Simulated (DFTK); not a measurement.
TaN:

```
CELL_PARAMETERS angstrom
0.00000 2.21132 2.21132
2.21132 0.00000 2.21132
2.21132 2.21132 0.00000
ATOMIC_POSITIONS crystal
Ta 0.50000 0.50000 0.50000
N 0.00000 0.00000 0.00000
```

The cell comes from a database or a generator and needn't be the stable form of this composition.

Program: DFTK 0.8.2. Alike in all runs: task single point; potentials or basis SG15 1.2 (PBE); no spin polarisation; cell as given; k mesh 10 × 10 × 10; cutoff (eV) 1225; smearing fermi-dirac 0.05 eV.

Order these runs on this cell by their pressure, lowest first.
A. level PBEsol
B. level LDA
C. level r2SCAN

B (-22.4 GPa), C (-16.1 GPa), A (-11.5 GPa).

Caveats: the potentials were made for another functional, which shifts forces and pressure.

Runs at the PBE level aren't shown here.
